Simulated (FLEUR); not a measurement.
The system is Br.

```
Br
1.0
     3.36325   -2.32255    0.00000
     3.36325    2.32255    0.00000
     0.00000    0.00000    8.70230
Br
4
Direct
  0.36510 0.63490 0.39010
  0.13490 0.86510 0.89010
  0.63490 0.36510 0.60990
  0.86510 0.13490 0.10990
```

| Item | Value |
| --- | --- |
| Program | FLEUR MaX-R8.1 (later development tree) |
| Task | single point |
| Functional | PBEsol |
| Potentials or basis | all-electron |
| Basis | FLAPW |
| Kmax | 5.05 1/bohr |
| k mesh | 7 × 7 × 3 |
| Occupations | fermi-dirac, width 0.05 eV |
| Spin | no spin polarisation |
| Gmax | 15.7 1/bohr |
| Muffin-tin radii | Br 1.94 bohr |
| lmax | Br 8 |
| lnonsphr | Br 8 |
| Local orbitals a species | Br 5 |
| Max iterations | 60 |
| Mixing factor | 0.05 |
| Mixer | Anderson |
| Mixer history | 15 |

On this cell: largest force 0.728 eV/Å; band gap on the k mesh 1.84 eV, indirect (least direct gap 1.85 eV).

The same run follows on a disturbed copy (atoms moved at random, drawn with an rms of 0.05 Å):

```
Br
1.0
     3.36325   -2.32255    0.00000
     3.36325    2.32255    0.00000
     0.00000    0.00000    8.70230
Br
4
Direct
  0.36210 0.64457 0.38555
  0.13829 0.86548 0.88671
  0.62662 0.35413 0.61351
  0.86227 0.12977 0.10185
```

**Question.** What changes?

**Answer.** The energy moves by +4.9 meV/atom; largest force 1.260 eV/Å; band gap on the k mesh 1.65 eV, indirect (least direct gap 1.70 eV).

Forces on the atoms (eV/Å):
```
Br  -0.061 -0.163  0.129
Br  -0.025 -0.578 -1.098
Br   0.070  0.171 -0.155
Br   0.015  0.570  1.123
```

Caveats: an odd mesh through Γ misses points on the zone boundary, where band edges often lie.
